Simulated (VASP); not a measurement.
CoO:

```xyz
2
Lattice="2.5705 0.0000 0.0000 0.0000 2.5705 0.0000 0.0000 0.0000 2.5705" Properties=species:S:1:pos:R:3 pbc="T T T"
Co    0.0000    0.0000    0.0000
O     1.2853    1.2853    1.2853
```

Measurements of this composition are mostly on another form, of space group No. 225.

Base run:

| Property | Result |
| --- | --- |
| Program | VASP 6.6.1 |
| Functional | LDA |
| Potentials or basis | VASP PAW LDA potentials, release 64 (Co, O) |
| Cutoff | 520 eV |
| k mesh | 7 × 7 × 7 |
| Occupations | gaussian, width 0.05 eV |
| Spin | collinear spin, ferromagnetic start |
| Starting moments | [2.0, 0.0] μB |
| Hubbard terms | Co d U = 4 eV |

Its results: band gap on the k mesh 1.49 eV, indirect (least direct gap 1.99 eV); pressure -2.6 GPa; net moment 3.00 μB per cell; site moments Co +2.65; O +0.30 μB.

The run is repeated on the same cell with these changes: hubbard terms from Co d U = 4 eV to none; further incar settings from ALGO = Fast; EDIFF = 1e-06 to ALGO = Normal; EDIFF = 1e-06. What comes out?

Band gap on the k mesh none (metal or under the smearing width); pressure -9.1 GPa; net moment 3.00 μB per cell; site moments Co +2.45; O +0.47 μB.

Caveats: a cell with one magnetic atom can't hold antiferromagnetic order, which such compounds often take; an odd mesh through Γ misses points on the zone boundary, where band edges often lie (some runs); semilocal functionals often make such compounds metallic where correlation or magnetic order opens a gap, which also shifts bond lengths (some runs).
